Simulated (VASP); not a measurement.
Wanted: the native input for a VASP 6.6.1 run.

* Task: single point
* Functional: PBE
* Potentials or basis: VASP PAW PBE potentials, release 64 (Se)
* Cutoff: 520 eV
* k mesh: 10 × 10 × 6
* Occupations: fermi-dirac, width 0.05 eV
* Spin: no spin polarisation
* Further INCAR settings: ALGO = Normal; EDIFF = 1e-07; NBANDS = 9

The structure of Se lies in POSCAR:

```
Se
1.0
    2.6349700000      0.0000000000      0.0000000000
    0.0000000000      2.6349700000      0.0000000000
    0.0000000000      0.0000000000      4.3548700000
Se
1
Direct
    0.5000000000      0.5000000000      0.0000000000
```

The cell was built by a generator and needn't be a form met in nature.

These files were run (other wordings do the same):

INCAR

```
ALGO = Normal
EDIFF = 1E-7
ENCUT = 520
GGA = PE
ISIF = 2
ISMEAR = -1
LASPH = True
LCHARG = True
LELF = True
LREAL = False
LVHAR = True
LWAVE = False
NBANDS = 9
NELM = 100
PREC = Accurate
SIGMA = 0.05
```

KPOINTS

```
k-points
0
Gamma
  10 10 6
```

Potentials or basis: VASP PAW PBE potentials, release 64 (Se).

Command:

```bash
$ cat potpaw_PBE.64/Se/POTCAR > POTCAR
$ mpirun -np 1 vasp_std > vasp.out
```

It gave:

```json
{
  "Pressure": "-0.3 GPa",
  "Band gap on the k mesh": "none (metal or under the smearing width)"
}
```

It took 8 s on 1 thread of AMD EPYC 9R45 96-Core Processor (Zen 5), with other jobs on the host, peak memory 0.12 GiB.
